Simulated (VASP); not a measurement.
# CaSe: molecular dynamics with a monitored distance, by stops when the distance exceeds

CaSe, Fm-3m (no. 225), 8 atoms in the cell. PBE, molecular dynamics; PAW potentials Se, Ca_pv (PBE set).

| Stops when the distance exceeds (Å) | Largest distance met (Å) | Steps run | Mean temperature (K) | Time (s) |
|---|---|---|---|---|
| 3.133 | 2.956 | 80 | 680 | 300 |
| 4.73 | 2.956 | 80 | 680 | 329 |

Limits: 160 fs of 8 atoms are too short for converged averages; the distance is that to the nearest periodic copy, which so small a cell caps.

## Input of the first row

INCAR:
```
ALGO = Normal ; ANDERSEN_PROB = 0.05
EDIFF = 1E-5 ; ENCUT = 210
GGA = PE ; IBRION = 0
ISIF = 2 ; ISMEAR = 0
ISYM = 0 ; KPAR = 2
LASPH = T ; LCHARG = F
LREAL = Auto ; LWAVE = F
MDALGO = 1 ; NELM = 60
NELMIN = 4 ; NSW = 80
POTIM = 2.0 ; PREC = Normal
RANDOM_SEED = 107962 0 0 ; SIGMA = 0.05
TEBEG = 1000 ; TEEND = 1000
VALUE_MAX = 3.133 ; VALUE_MIN = 1.478
```

KPOINTS:
```
k-points
0
Monkhorst-Pack
  2 2 2
```

ICONST:
```
R 1 8 7
```

POSCAR:
```
CaSe
1.0
    5.9120000000      0.0000000000      0.0000000000
    0.0000000000      5.9120000000      0.0000000000
    0.0000000000      0.0000000000      5.9120000000
Se Ca
4 4
Direct
    0.5000000000      0.0000000000      0.0000000000
    0.5000000000      0.5000000000      0.5000000000
    0.0000000000      0.0000000000      0.5000000000
    0.0000000000      0.5000000000      0.0000000000
    0.0000000000      0.0000000000      0.0000000000
    0.0000000000      0.5000000000      0.5000000000
    0.5000000000      0.0000000000      0.5000000000
    0.5000000000      0.5000000000      0.0000000000
```

Commands:
```
cat potpaw_PBE.64/Se/POTCAR potpaw_PBE.64/Ca_pv/POTCAR > POTCAR
mpirun -np 2 vasp_std > vasp.out
```

Changes of the last row against the first:
```
- VALUE_MAX = 3.133
+ VALUE_MAX = 4.73
```

VASP 6.6.1 took 300 s on 2 cores (Intel Xeon Platinum 8488C (Sapphire Rapids)), a shared host.
